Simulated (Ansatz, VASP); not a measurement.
# Zn16HO16 (bond-centred H+ along c in ZnO) in two plane-wave programs, part 2 of 2

Aim: how closely do two programs agree when they are given the same cell, functional and k mesh? The cell is taken from a series of runs on this material, whose earlier steps may have relaxed, scaled, displaced or heated it; both programs get it as it stands.

VASP 6.6.1 and Ansatz 0.2.0.

So far. Step 2 (VASP: single point, HSE06): The run ends at a pressure of -3.11 GPa, with forces up to 5.4 eV/Å.

## Step 3: Ansatz: single point, HSE06

Level of this step: Ansatz beside VASP: Kohn-Sham DFT, plane waves, HSE06 (Ansatz).

Ansatz runs on its default PAW (the set named soft_2) files.

The same cell, functional, mesh and smearing now go to Ansatz.

Input file input.yaml:

```yaml
crystal:
  lattice:
    - [6.55903994, 0.0, 0.0]
    - [-3.27951997, 5.68029521, 0.0]
    - [0.0, 0.0, 10.58650211]
  atoms:
    - { symbol: Zn, position: [0.166228634, 0.332541771, 0.250916485] }
    - { symbol: Zn, position: [0.316204472, 0.158067184, -0.007316333] }
    - { symbol: O, position: [0.327875474, 0.163894162, 0.183100027] }
    - { symbol: O, position: [0.164629279, 0.329489399, 0.439052498] }
    - { symbol: Zn, position: [0.169592424, 0.339393207, 0.750010215] }
    - { symbol: Zn, position: [0.314872146, 0.157423721, 0.510572228] }
    - { symbol: O, position: [0.334798131, 0.167372763, 0.69555169] }
    - { symbol: O, position: [0.169053673, 0.338204451, 0.935888683] }
    - { symbol: Zn, position: [0.166216273, 0.833601383, 0.250924384] }
    - { symbol: Zn, position: [0.333219311, 0.666572709, 0.00476773] }
    - { symbol: O, position: [0.333217965, 0.666574597, 0.192364525] }
    - { symbol: O, position: [0.164635037, 0.835109658, 0.43906144] }
    - { symbol: Zn, position: [0.169600882, 0.830154687, 0.750023597] }
    - { symbol: Zn, position: [0.333180042, 0.666571763, 0.497707584] }
    - { symbol: O, position: [0.333195085, 0.666574946, 0.683405886] }
    - { symbol: O, position: [0.169040189, 0.830770334, 0.935902998] }
    - { symbol: Zn, position: [0.666641134, 0.333245272, 0.170263293] }
    - { symbol: Zn, position: [0.841755305, 0.158039186, -0.00735505] }
    - { symbol: O, position: [0.835983409, 0.163831338, 0.183043771] }
    - { symbol: O, position: [0.666434493, 0.333239341, 0.466253208] }
    - { symbol: Zn, position: [0.666525959, 0.333240955, 0.757956452] }
    - { symbol: Zn, position: [0.842266844, 0.157477397, 0.510503197] }
    - { symbol: O, position: [0.832379247, 0.167396193, 0.695500292] }
    - { symbol: O, position: [0.666572155, 0.333242031, 0.955447824] }
    - { symbol: Zn, position: [0.667257178, 0.83358228, 0.25090922] }
    - { symbol: Zn, position: [0.841738922, 0.68361992, -0.007338136] }
    - { symbol: O, position: [0.835952566, 0.67200693, 0.183069896] }
    - { symbol: O, position: [0.670264495, 0.835119969, 0.439045578] }
    - { symbol: Zn, position: [0.660385978, 0.830176786, 0.749996247] }
    - { symbol: Zn, position: [0.8422938, 0.684817198, 0.510536963] }
    - { symbol: O, position: [0.832388457, 0.664952936, 0.695525776] }
    - { symbol: O, position: [0.661580418, 0.830748128, 0.935873949] }
    - { symbol: H, position: [0.666151965, 0.333232044, 0.355819515] }
total_charge: 1
basis:
  ecutwfc: 420
  xc_grid: 2
hamiltonian:
  xc: hse06
kpoints:
  mp_grid: { grid: [1, 1, 1] }
scf:
  occupations: { method: fermi_dirac, width: 0.01 }
  max_iter: 120
output:
  forces: true
checkpoint:
  read: "../relax.run"
```

Launch:

```sh
> ansatz run input.yaml --threads 4 --pin off --max-ram 7536MiB --backend cpu --events-out ev --progress --plain --runs-dir out
```

Numbers of over 12 decimals in the logs are rounded to 6 here.

Log:

```text
Warning: checkpoint.read: the run can stay near the saved state's solution: 2 site(s) moved relative to the saved geometry (max |Δs| = 1.881e-2 fractional); the SCF starts from the saved state under `checkpoint.density_extrapolation: transplant`, in force with no word given; its orbitals are not used off its sites. A run without `checkpoint.read` takes nothing of the state. A lower free energy from it at the same positions (and U, V and field ramp, if any) shows a solution that this start missed, and an equal or higher one rules none out (checkpoint.read, Limitations, in the input reference)
exact exchange: scf.exx.singularity resolves to wigner_seitz, which cuts the screened interaction at the faces of the exchange supercell's Wigner-Seitz cell, so that each pair interacts once, at the shortest of its separations (the periodic images that this leaves out come, for a point-like exchange hole, to about 0.181 eV on a filled level). The cut falls within the interaction's reach, and what an exchange supercel [...]
Engine: ansatz 0.2.0, x86_64-unknown-linux-gnu
Pseudopotentials: kind: paw
Pseudopotential: Zn, paw, valence charge 12, recommended cutoff 420 eV (normal), Zn.paw.azcp
Pseudopotential: O, paw, valence charge 6, recommended cutoff 420 eV (normal), O.paw.azcp
Pseudopotential: H, paw, valence charge 1, recommended cutoff 420 eV (normal), H.paw.azcp
Functional definition: HSE06
  parameter a = 0.25
  parameter omega = 0.11/bohr
  exchange = pbe_x - a*pbe_x_sr(omega) + a*exact_x_sr(omega)
  correlation = pbe_c
Crystal: 33 atoms, lattice volume = 394.424 Å³
Basis set: ecut = 420 eV, 7607 PW (Γ), exchange–correlation on 90×90×144 points (8 copies of the dense FFT grid, shifted against one another)
Bands: 177, of which v1, the nominal top of the filled ones, is band 144 counted from 1 (143 counted from 0)
Symmetry: 1 space group operations
Space group: P1 (ITA 1), of the structure as read, at distance tolerance 7.3e-5 Å
k-points: 1
Non-local potential: Zn, projectors of the file, l = 0: 2, l = 1: 2, l = 2: 3, l = 3: 1
Non-local potential: O, projectors of the file, l = 0: 2, l = 1: 2, l = 2: 1
Non-local potential: H, projectors of the file, l = 0: 2, l = 1: 1
PAW form: soft (Blöchl's): semilocal exchange-correlation on the pseudo side does not see the compensation charge
PAW frozen core: Zn, regenerated for the run's functional, and the local potential with it (the file was generated under x = pbe(κ = 0.804, μ = 0.219515), c = pbe(β = 0.066725))
PAW frozen core: O, regenerated for the run's functional, and the local potential with it (the file was generated under x = pbe(κ = 0.804, μ = 0.219515), c = pbe(β = 0.066725))
PAW one-centre angular grid: Zn, 590 points (default); XC on 64 Gauss nodes
PAW one-centre angular grid: O, 110 points (default); XC on 96 Gauss nodes
PAW one-centre angular grid: H, 110 points (default); XC on 64 Gauss nodes
Initial density: read from a saved state, or passed on in memory by an earlier SCF of this step, an earlier step, the calling program or the single point that the run made first, carried with its atoms to this geometry
Initial wavefunctions: pseudopotential atomic-orbital guess
Functional: x = pbe(κ = 0.804, μ = 0.219515), c = pbe(β = 0.066725), warm-up for x = pbe(κ = 0.804, μ = 0.219515) + 0.25 (exact − pbe) at short range (hse, ω = 0.207870 Å⁻¹), c = pbe(β = 0.066725); HSE06 as pw.x's `hse` composes it (authors' and Libxc's form: `xc: wpbeh`)
iter 1 solved again at ethr=7.58e-4 eV; its pass at ethr=1.00e-1 eV (dr2=2.18e0 eV) is discarded
SCF iter   1: F=—  HF=-62207.300344 eV  |F-HF|=—  |Δ(HF+E_count)|=         —  Δρ=3.36e-2  dr2=2.37e0  ethr=7.58e-4  ⟨swp⟩=9.0  Hψ=1044  notcnv=0
preconditioner: auto → none  [insulator: Δε(μ)=0.368 eV  Ē_g=11.948 eV  σ=0.010 eV  W_gap=1.00  n_scr=110 (ndim 8)  ℏωp=31.7 eV  f_vac=0.077  D(μ)=0.00/eV (n_scr^D=0)]
[...]
Frozen-core exchange: fock
SCF iter   1: F=—  HF=-62204.977379 eV  |F-HF|=—  |Δ(HF+E_count)|=         —  Δρ=2.61e-2  dr2=1.47e0  ethr=7.95e-8  ⟨swp⟩=13.0  Hψ=1106  notcnv=0
preconditioner: auto → none  [insulator: Δε(μ)=2.557 eV  Ē_g=15.263 eV  σ=0.010 eV  W_gap=1.00  n_scr=110 (ndim 8)  ℏωp=31.7 eV  f_vac=0.064  D(μ)=0.00/eV (n_scr^D=0)]
SCF iter   2: F=—  HF=-62204.476726 eV  |F-HF|=—  |Δ(HF+E_count)|=   5.01e-1  Δρ=5.63e-3  dr2=1.16e-1  ethr=7.95e-8  ⟨swp⟩=5.0  Hψ=840  notcnv=0
SCF iter   3: F=—  HF=-62204.636268 eV  |F-HF|=—  |Δ(HF+E_count)|=   1.60e-1  Δρ=4.25e-3  dr2=3.67e-2  ethr=7.95e-8  ⟨swp⟩=5.0  Hψ=833  notcnv=0
SCF iter   4: F=—  HF=-62204.624987 eV  |F-HF|=—  |Δ(HF+E_count)|=   1.13e-2  Δρ=1.35e-3  dr2=3.47e-3  ethr=7.95e-8  ⟨swp⟩=5.0  Hψ=668  notcnv=0
SCF iter   5: F=—  HF=-62204.631698 eV  |F-HF|=—  |Δ(HF+E_count)|=   6.71e-3  Δρ=1.14e-3  dr2=4.79e-3  ethr=7.95e-8  ⟨swp⟩=4.0  Hψ=657  notcnv=0
SCF iter   6: F=—  HF=-62204.630531 eV  |F-HF|=—  |Δ(HF+E_count)|=   1.17e-3  Δρ=3.77e-4  dr2=6.10e-4  ethr=7.95e-8  ⟨swp⟩=4.0  Hψ=618  notcnv=0
SCF iter   7: F=-62204.630385 eV  HF=-62204.630398 eV  |F-HF|=1.27e-5  |Δ(HF+E_count)|=   1.34e-4  Δρ=5.71e-5  dr2=1.81e-5  ethr=7.95e-8  ⟨swp⟩=4.0  Hψ=384  notcnv=0
SCF 2 stopped early in 7 iterations: F = -62204.630385 eV  dr2 = 1.81e-5
[...]
Frozen-core exchange: fock
SCF iter   1: F=—  HF=-62204.621298 eV  |F-HF|=—  |Δ(HF+E_count)|=         —  Δρ=9.25e-5  dr2=3.01e-5  ethr=8.62e-7  ⟨swp⟩=7.0  Hψ=414  notcnv=0
preconditioner: auto → none  [insulator: Δε(μ)=2.436 eV  Ē_g=15.004 eV  σ=0.010 eV  W_gap=1.00  n_scr=110 (ndim 8)  ℏωp=31.7 eV  f_vac=0.076  D(μ)=0.00/eV (n_scr^D=0)]
SCF iter   2: F=—  HF=-62204.621303 eV  |F-HF|=—  |Δ(HF+E_count)|=   4.45e-6  Δρ=3.14e-5  dr2=4.14e-6  ethr=7.67e-9  ⟨swp⟩=4.0  Hψ=543  notcnv=0
SCF iter   3: F=—  HF=-62204.621314 eV  |F-HF|=—  |Δ(HF+E_count)|=   1.14e-5  Δρ=1.70e-5  dr2=8.46e-7  ethr=7.37e-10  ⟨swp⟩=5.0  Hψ=510  notcnv=0
SCF iter   4: F=—  HF=-62204.621314 eV  |F-HF|=—  |Δ(HF+E_count)|=   8.53e-8  Δρ=5.24e-6  dr2=6.60e-8  ethr=2.34e-10  ⟨swp⟩=3.0  Hψ=385  notcnv=0
SCF iter   5: F=—  HF=-62204.621314 eV  |F-HF|=—  |Δ(HF+E_count)|=   2.42e-7  Δρ=3.96e-6  dr2=4.17e-8  ethr=1.53e-11  ⟨swp⟩=5.0  Hψ=555  notcnv=0  defer=2
SCF iter   6: F=-62204.621314 eV  HF=-62204.621314 eV  |F-HF|=9.75e-10  |Δ(HF+E_count)|=   9.46e-9  Δρ=6.95e-7  dr2=1.98e-9  ethr=1.41e-11  ⟨swp⟩=3.0  Hψ=451  notcnv=0
SCF 3 converged in 6 iterations: F = -62204.621314 eV  dr2 = 1.98e-9
  Residual-converged pass: ⟨swp⟩=3.0  Hψ=322  notcnv=0  max |occ|·‖R‖ = 1.4e-6 eV (tolerance 1.5e-6 eV)  dr2=2.01e-9  dr2_onsite=2.53e-10  max |Δocc| = 0.0e0
hybrid outer 2: dexx = +1.209e-5 eV, tail = 9.67e-8 eV, Δε = 4.73e-3 eV (about 8.24e-5 eV left of the loop's levels), ΔF = 1.86e-2 eV/Å (tail 3.65e-3)
Exchange kernel: α = 0.2500, screened, ω = 0.2079 Å⁻¹, Wigner–Seitz truncation, v(0) = 690.4258 eV·Å³, q-mesh 1×1×1, nearest image of the exchange supercell L = 6.56 Å, pair-density grid 32×32×50, without the augmentation charges, whose exchange is taken in its separable form (sized by the pseudopotential files, 40×40×72 at the most)
Frozen-core exchange: fock
SCF iter   1: F=—  HF=-62204.621313 eV  |F-HF|=—  |Δ(HF+E_count)|=         —  Δρ=1.32e-6  dr2=6.06e-9  ethr=1.68e-10  ⟨swp⟩=11.0  Hψ=459  notcnv=0
preconditioner: auto → none  [insulator: Δε(μ)=2.437 eV  Ē_g=15.005 eV  σ=0.010 eV  W_gap=1.00  n_scr=110 (ndim 8)  ℏωp=31.7 eV  f_vac=0.076  D(μ)=0.00/eV (n_scr^D=0)]
SCF iter   2: F=-62204.621313 eV  HF=-62204.621313 eV  |F-HF|=4.37e-10  |Δ(HF+E_count)|=  6.98e-10  Δρ=4.30e-7  dr2=9.38e-10  ethr=1.94e-12  ⟨swp⟩=4.0  Hψ=439  notcnv=0
SCF 4 converged in 2 iterations: F = -62204.621313 eV  dr2 = 9.38e-10
  Residual-converged pass: ⟨swp⟩=3.0  Hψ=328  notcnv=0  max |occ|·‖R‖ = 1.2e-6 eV (tolerance 1.5e-6 eV)  dr2=9.53e-10  dr2_onsite=9.24e-11  max |Δocc| = 0.0e0
hybrid outer 3: dexx = +2.135e-9 eV, tail = 2.08e-9 eV, Δε = 5.93e-5 eV (about 1.11e-5 eV left of the loop's levels), ΔF = 1.24e-4 eV/Å (tail 2.01e-4)
hybrid SCF converged: 3 outer / 15 inner (+7 warm-up), last move |dexx| = 2.14e-9 eV, tail = 2.08e-9 eV
Stability not checked: this state was not tested for a lower state beside it, because the functional holds exact exchange (a hybrid, or Hartree-Fock), whose exchange loop this test does not read (fock_operator; see scf.lower_state_search)
Free energy (F): -62204.621313 eV
Frozen-core exchange: fock
Harris-Foulkes:  -62204.621313 eV  (|F-HF|=4.37e-10)
Internal energy: -62204.621313 eV  (E = F + TS)
E sigma→0 (E₀):  -62204.621313 eV
Fermi energy:    6.827359 eV
--- Per-component energies (eV) ---
  E_band       = -155.519230
  E_kinetic    = 4909.067206
  E_local      = -33022.483166  (includes V_loc(G=0)·N_el)
  E_nonlocal   = 10732.682498
  E_hartree    = 13687.453968
  E_xc         = -2667.897785
  E_vxc        = -1839.620037  (∫ρ·V_xc dr)
  E_exx        = -982.104692  (= α·E_x^exact, valence–valence)
  E_paw        = -31609.332757  (= ΣΔE_a)
  E_vpaw       = -6345.895456  (= ΣTr[D̂ρ^β])
  E_aug_tail   = 0.032777  (compensation charges beyond the density's cutoff)
  E_ewald      = -23261.863472
  E_core_change = 9.824110  (= ΣΔE_core)
  E_smearing   = -0.000000  (= −TS)
  E_closure    = 0.000002  (closes the sum)
  E_deformation_potential = 13.654253  (in the stress; not in F)
  Σ components = -62204.621313   (vs F -62204.621313, Δ=-1.46e-11)
--- Forces (eV/Å), atoms counted from 1 ---
  atom   1  Zn    -0.00035013     0.02472183     0.06467275
  atom   2  Zn    -0.00809174    -0.00467918    -0.02820791
  atom   3  O      0.02057839     0.01190386    -0.03059292
  atom   4  O     -0.00000028     0.00080738    -0.03522810
  atom   5  Zn     0.00003441     0.00040731    -0.02400336
  atom   6  Zn     0.06022958     0.03476661    -0.08397244
  atom   7  O     -0.00172688    -0.00097013     0.03555716
  atom   8  O     -0.00002910    -0.00327880     0.01947509
  atom   9  Zn     0.02144242    -0.01250909     0.06472450
  atom  10  Zn     0.00000918     0.00006662    -0.00036095
  atom  11  O     -0.00000094     0.00002100    -0.01649550
  atom  12  O      0.00068646    -0.00041451    -0.03535884
  atom  13  Zn     0.00036569    -0.00018022    -0.02402432
  atom  14  Zn     0.00007357     0.00004655    -0.01619328
  atom  15  O     -0.00002295    -0.00003580     0.02050476
  atom  16  O     -0.00285885     0.00169941     0.01946900
  atom  17  Zn     0.00074175     0.00004866    -0.14407019
  atom  18  Zn     0.00796030    -0.00471945    -0.02764470
  atom  19  O     -0.02063375     0.01182934    -0.03079874
  atom  20  O     -0.00788131    -0.00019790    -5.12213573
  atom  21  Zn    -0.00003473    -0.00003180    -0.04082108
  atom  22  Zn    -0.05974063     0.03449356    -0.08363894
  atom  23  O      0.00178503    -0.00097208     0.03567846
  atom  24  O     -0.00010522     0.00001573     0.05773529
  atom  25  Zn    -0.02146136    -0.01217272     0.06460329
  atom  26  Zn    -0.00010361     0.00927968    -0.02784227
  atom  27  O     -0.00009924    -0.02386098    -0.03072679
  atom  28  O     -0.00066451    -0.00039750    -0.03529111
  atom  29  Zn    -0.00045479    -0.00027551    -0.02395160
  atom  30  Zn    -0.00003707    -0.06924416    -0.08379536
  atom  31  O      0.00005816     0.00202792     0.03560115
  atom  32  O      0.00286778     0.00164441     0.01945046
  atom  33  H      0.00746555     0.00016094     5.50776358
  max |Σ_I F_I| component: 8.14e-5 eV/Å
--- Band table (eV) ---
  k-point 0: bands = [... 140 lower, 5.2614, 5.5776, 5.6054, 5.6054, 8.0421]
  guard bands above this table: 32 of the run's 177 bands. The solve was not asked for them (output.publish_guard_bands: true or output.eigenvalues: true publishes all)
```

The column dr2 measures how far the density is from self-consistency, as an energy; F and HF (Harris–Foulkes) agree once it is small.

## Step 4: Comparison

Known differences besides the potentials themselves: exact exchange at q = 0 is treated differently, which shows on coarse meshes; VASP keeps PBE cores, Ansatz makes them for the functional; the cutoff is 420 eV in Ansatz and 520 eV in VASP (PREC = Accurate, projectors in real space); VASP takes a coarser grid for exact exchange (PRECFOCK = Fast). Total energies have different zeros and are not compared.

The two programs side by side:

```tsv
quantity	Ansatz	VASP	difference
gap on the k mesh (eV)	2.437	2.432	+0.005
```

Forces on 8 of the 33 atoms, those with the largest forces and the largest differences (eV/Å; atoms numbered as in POSCAR):

```tsv
atom	Ansatz x, y, z	VASP x, y, z
Zn1	0.000, 0.025, 0.065	0.000, 0.020, 0.071
Zn4	0.060, 0.035, -0.084	0.066, 0.038, -0.085
Zn9	0.001, 0.000, -0.144	0.001, 0.000, -0.124
Zn12	-0.060, 0.034, -0.084	-0.066, 0.038, -0.084
Zn16	0.000, -0.069, -0.084	0.000, -0.076, -0.084
O26	-0.008, 0.000, -5.122	-0.008, -0.001, -5.076
O29	0.000, -0.024, -0.031	0.000, 0.011, 0.000
H33	0.007, 0.000, 5.508	0.007, 0.000, 5.412
```

The forces differ by 16 meV/Å r.m.s., which is 2.1 % of the r.m.s. force of 0.746 eV/Å (both taken over all components). A gap on the mesh is an upper bound, since the band edges may lie between its points. The cell carries a charge of +1 e against a uniform background, so its pressure also hangs on how the neutralising background is counted, and in a defect's cell a gap may be the spacing between its levels.

## Step 5: Results

```
r.m.s. force difference (single point, HSE06) : 2.1 % of the r.m.s. force
```

**Reading.** The r.m.s. force difference is 2.1 % of the r.m.s. force (single point, HSE06), within the 3 % picked in this series as the mark of a large difference. Such differences can come from data sets, numerical settings and the points named under the comparisons, not from the functional's error against experiment.

[Lines on the potential files, build, host, timing and source positions are cut from VASP's logs without a mark.]

[Logs are printed without paths, hosts, clocks, repeated set-up lines and the standing remarks that a program may print on its own settings, such as how far it seeks lower states.]

[Hosts, paths, dates, database ids (printed as entryN), source tags and the programs' standing remarks are cut or masked in the printed files.]
